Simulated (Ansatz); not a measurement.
**Formation energy of perovskite-structured BaZrO3**

Computed with Ansatz (plane waves, PAW, 500 eV cutoff): r²SCAN, scalar-relativistic, no spin polarisation, Γ-centred 6×6×6 mesh, 0.05 eV Gaussian smearing; PAW files: Ansatz's generated set soft_2.

The start was a prototype's sites filled with these elements; the Crystallography Open Database holds the compound in this structure. The ideal cubic cell shuts out tilts of the octahedra, which such structures often take.

The structure is cubic, space group Pm-3m (No. 221). Conventional cell: a = 4.205 Å, b = 4.205 Å, c = 4.205 Å, α = 90.00°, β = 90.00°, γ = 90.00°. Ba (site symmetry m-3m) has 12 O at 2.97 Å as nearest neighbours. Zr (site symmetry m-3m) has 6 O at 2.10 Å as nearest neighbours. O (site symmetry 4/mmm) is surrounded by 2 Zr at 2.10 Å. (Shells end 15 % past the nearest neighbour.)

The elements were computed in their standard states (gases as isolated molecules) with the same datasets, cutoff and functional. Absolute energies hang on the potentials; compare differences alone.

Energy of the relaxed cell (5 atoms, smearing extrapolated to zero): -11875.424 eV. Elements, in eV/atom: Ba -5964.460, Zr -4195.023, O -565.983.

**Question.** What is the formation energy?

**Answer.** [-11875.424 − (1 × -5964.460 + 1 × -4195.023 + 3 × -565.983)] / 5 = -3.60 eV/atom, or -347 kJ per mole of atoms.

The value is for 0 K, without zero-point energy and without any correction for the binding of gas molecules. Uncorrected semilocal values for oxides, chalcogenides and halides often miss by tenths of an eV an atom. A negative value shows stability against the elements alone, not against other compounds or structures.

Bader charges against formal ones: Ba +1.58 (+2), Zr +2.64 (+4), O −1.41 (−2). The cations give up 70 % of the formal charge; Bader charges stay under formal ones because the anions' density reaches into the cations' basins.

Formal charges Ba²⁺, Zr⁴⁺, O²⁻ balance and leave closed shells on every ion, so a band insulator is expected, and the gap is 3.73 eV.

Semilocal functionals underestimate band gaps, commonly by a third or more. No spin–orbit coupling, a notable omission for heavy elements.
